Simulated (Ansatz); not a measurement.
Runs of Ansatz 0.2.0 on TaS2. The structure is trigonal, space group P-3m1 (No. 164). Conventional cell: a = 3.350 Å, b = 3.350 Å, c = 5.860 Å, α = 90.00°, β = 90.00°, γ = 120.00°. Ta (site symmetry -3m) has 6 S at 2.43 Å as nearest neighbours. Around S (site symmetry 3m) lie 3 Ta at 2.43 Å. 

| task | level | cell | k mesh | cutoff (eV) | smearing | basis error allowed | mesh quality | gap on the mesh (eV) | pressure (GPa) | largest force (eV/Å) |
| --- | --- | --- | --- | --- | --- | --- | --- | --- | --- | --- |
| single point | PBE | as given | 6 × 6 × 4 | 235 | fermi-dirac 0.06 eV | 0.004 eV/atom | coarse | none | 9.3 | 1.14 |
| single point | PBEsol | as given | 9 × 9 × 5 | 258 | gaussian 0.05 eV | 0.002 eV/atom | not flagged | none | 4.4 | 1.00 |
| relaxation of cell and atoms | BLYP+D4 | relaxed | 9 × 9 × 5 | - | fermi-dirac 0.05 eV | 0.002 eV/atom | not flagged | - | 0.0 | - |
| phonons | PBEsol | as given | 7 × 7 × 4 | 280 | fermi-dirac 0.05 eV | 0.002 eV/atom | coarse | none | - | 0.96 |
| single point | PBE | as given | 9 × 9 × 5 | 258 | gaussian 0.03 eV | 0.002 eV/atom | not flagged | none | (b) | (a) |

Alike in all rows: potentials or basis all-electron LAPW, scalar-relativistic; no spin polarisation.

Fill in the values left out.

(a) 1.24; (b) 9.1.

Caveats: some runs use coarse meshes; this functional lacks dispersion, which binds the layers, so the pressure and a relaxed spacing across them are unreliable (some runs); the k mesh is thin for a metal, which can move the energy by tens of meV per atom (some runs); forces of over 1 eV/Å show positions far from the minimum, so gaps and moduli don't describe the material at rest (some runs); a metal's response needs a denser mesh (some runs).

A k mesh can miss the band edges, and the runs leave out spin-orbit coupling on Ta.

A gap of «none» marks a metal or a gap under the smearing width.

The runs don't all hold the same shells in valence.
